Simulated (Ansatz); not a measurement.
Crystal: CoSi2.

```
CELL_PARAMETERS angstrom
0.00000 2.67800 2.67800
2.67800 0.00000 2.67800
2.67800 2.67800 0.00000
ATOMIC_POSITIONS crystal
Co 0.00000 0.00000 0.00000
Si 0.75000 0.75000 0.75000
Si 0.25000 0.25000 0.25000
```

Alike in all runs: program Ansatz 0.2.0; functional PBEsol; potentials or basis Ansatz PAW; cutoff 420 eV (not typed: the program's choice for these potentials); k mesh 7 × 7 × 7; occupations fermi-dirac, width 0.05 eV.

Question: Only the start or the spin constraint differs. Which run ends lowest in energy?
A. collinear spin, ferromagnetic start of up to 2 μB; fixed moment 2
B. collinear spin, program default start; fixed moment 0
C. collinear spin, ferromagnetic start of up to 0.5 μB; fixed moment 0.5
D. collinear spin, ferromagnetic start of up to 2.5 μB; fixed moment 2.5
E. collinear spin, ferromagnetic start of up to 1 μB; fixed moment 1
F. collinear spin, ferromagnetic start of up to 1.5 μB; fixed moment 1.5

Answer: B.

```csv
start,free energy over the lowest (meV/atom),net moment (μB),site or absolute moments (μB),gap
"collinear spin, ferromagnetic start of up to 4 μB; fixed moment 4",1754.9,4.00,Co +2.13; Si +0.38,-
"collinear spin, ferromagnetic start of up to 2.5 μB; fixed moment 2.5",775.3,2.50,Co +1.41; Si +0.23,-
"collinear spin, ferromagnetic start of up to 1 μB; fixed moment 1",155.2,1.00,Co +0.56; Si +0.09,-
"collinear spin, program default start; fixed moment 0",0.0,0.00,-,-
"collinear spin, ferromagnetic start of up to 0.5 μB; fixed moment 0.5",38.1,0.50,Co +0.27; Si +0.04,-
"collinear spin, ferromagnetic start of up to 3 μB; fixed moment 3",1050.1,3.00,Co +1.64; Si +0.29,-
"collinear spin, ferromagnetic start of up to 2 μB; fixed moment 2",539.3,2.00,Co +1.15; Si +0.18,-
"collinear spin, ferromagnetic start of up to 1.5 μB; fixed moment 1.5",336.7,1.50,Co +0.86; Si +0.14,-
```

All polarised runs hold their moment fixed, so the table maps the energy against it. A still lower state may exist.

Caveats: the total moment is fixed, so each spin has its own Fermi level.
